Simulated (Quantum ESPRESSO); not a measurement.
CuO (Tenorite):

```
Cu O
1.0
     2.34465   -1.71340    0.00000
     2.34465    1.71340    0.00000
    -0.86055    0.00000    5.05944
Cu O
2 2
Direct
  0.49680 0.00320 0.50000
  0.00320 0.49680 0.00000
  0.40560 0.57140 0.75370
  0.57140 0.40560 0.25370
```

* Program: Quantum ESPRESSO 7.5
* Task: single point
* Functional: PBEsol
* Potentials or basis: GBRV 1.5 PBEsol
* Cutoff: 762 eV
* Density cutoff: 6095 eV
* k mesh: 10 × 10 × 5
* Occupations: fermi-dirac, width 0.05 eV
* Spin: no spin polarisation

On this cell: pressure -2.2 GPa; largest force 0.763 eV/Å; band gap on the k mesh none (metal or under the smearing width).

The same run follows on a disturbed copy (atoms moved at random, drawn with an rms of 0.05 Å):

```xyz
4
Lattice="2.3447 -1.7134 0.0000 2.3447 1.7134 0.0000 -0.8606 0.0000 5.0594" Properties=species:S:1:pos:R:3 pbc="T T T"
Cu    0.7361   -0.8836    2.5056
Cu    1.2041    0.8387   -0.0138
O     1.6374    0.3040    3.8502
O     2.1001   -0.2780    1.3060
```

Question: What changes?

Answer: The energy (extrapolated to zero smearing) moves by +19.3 meV/atom; pressure -1.3 GPa; largest force 1.584 eV/Å; band gap on the k mesh none (metal or under the smearing width).

Forces on the atoms (eV/Å):
```
Cu  -0.211  0.229  0.851
Cu  -1.096  0.503  0.797
O    0.888 -0.818 -1.026
O    0.418  0.086 -0.622
```

Stress tensor (GPa, compression positive):
```
-1.04  0.01 -2.30
 0.01 -0.02  0.69
-2.30  0.69 -2.78
```

Caveats: the run has no spin polarisation, though such a crystal can be magnetic; semilocal functionals often make such compounds metallic where correlation or magnetic order opens a gap, which also shifts bond lengths.
